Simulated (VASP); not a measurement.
A run of VASP 6.6.1:

File POSCAR:

```
Sn2Ge
1.0
   -2.2489700000      2.2489700000      9.5655800000
    2.2489700000     -2.2489700000      9.5655800000
    2.2489700000      2.2489700000     -9.5655800000
Sn Ge
4 2
Direct
    0.0794960000      0.5794960000      0.5000000000
    0.4205040000      0.9205040000      0.5000000000
    0.3294960000      0.3294960000      0.0000000000
    0.6705040000      0.6705040000      0.0000000000
    0.0000000000      0.0000000000      0.0000000000
    0.7500000000      0.2500000000      0.5000000000
```

The input INCAR.step1:

```
PREC     = Accurate       # precision mode
ENCUT    = 520            # plane-wave cutoff, eV
EDIFF    = 1E-6           # SCF threshold, eV
ISMEAR   = 0              # smearing method
SIGMA    = 0.1            # smearing width, eV
LREAL    = F              # projectors in reciprocal space
LASPH    = T              # aspherical terms in the spheres
NELM     = 60             # most SCF steps
ALGO     = Normal         # electronic algorithm
ISIF     = 2              # what is computed and relaxed
LWAVE    = F              # write WAVECAR
LCHARG   = T              # write CHGCAR
GGA      = PE             # functional
KPAR     = 8
```

The input KPOINTS.step1:

```
Automatic mesh
0
Gamma
  8 8 8
```

Contents of INCAR.step2:

```
PREC     = Accurate       # precision mode
ENCUT    = 520            # plane-wave cutoff, eV
EDIFF    = 1E-6           # SCF threshold, eV
ISMEAR   = -5             # smearing method
SIGMA    = 0.1            # smearing width, eV
LREAL    = F              # projectors in reciprocal space
LASPH    = T              # aspherical terms in the spheres
NELM     = 60             # most SCF steps
ALGO     = Normal         # electronic algorithm
ISIF     = 2              # what is computed and relaxed
LWAVE    = F              # write WAVECAR
LCHARG   = F              # write CHGCAR
GGA      = PE             # functional
LORBIT   = 10             # projections on sites
KPAR     = 8            
NEDOS    = 1001           # points of the DOS
ICHARG   = 11             # starting density
```

File KPOINTS.step2:

```
Automatic mesh
0
Gamma
  12 12 12
```

Potentials or basis: VASP PAW PBE potentials, release 64 (Sn_d, Ge_d).

Run with:

```console
$ cat potpaw_PBE.64/Sn_d/POTCAR potpaw_PBE.64/Ge_d/POTCAR > POTCAR
$ cp INCAR.step1 INCAR
$ cp KPOINTS.step1 KPOINTS
$ mpirun -np 8 vasp_std > vasp.out
$ cp INCAR.step2 INCAR
$ cp KPOINTS.step2 KPOINTS
$ mpirun -np 8 vasp_std > vasp.out
```

Hardware: 8 MPI ranks on Intel(R) Xeon(R) Platinum 8488C (Sapphire Rapids), on a shared host.

How long does it take, and how much memory?

It took 14 min on 8 MPI ranks on Intel(R) Xeon(R) Platinum 8488C (Sapphire Rapids), with other jobs on the host, peak memory 1.7 GiB a rank. Counts: scf iterations 9, k points 163.
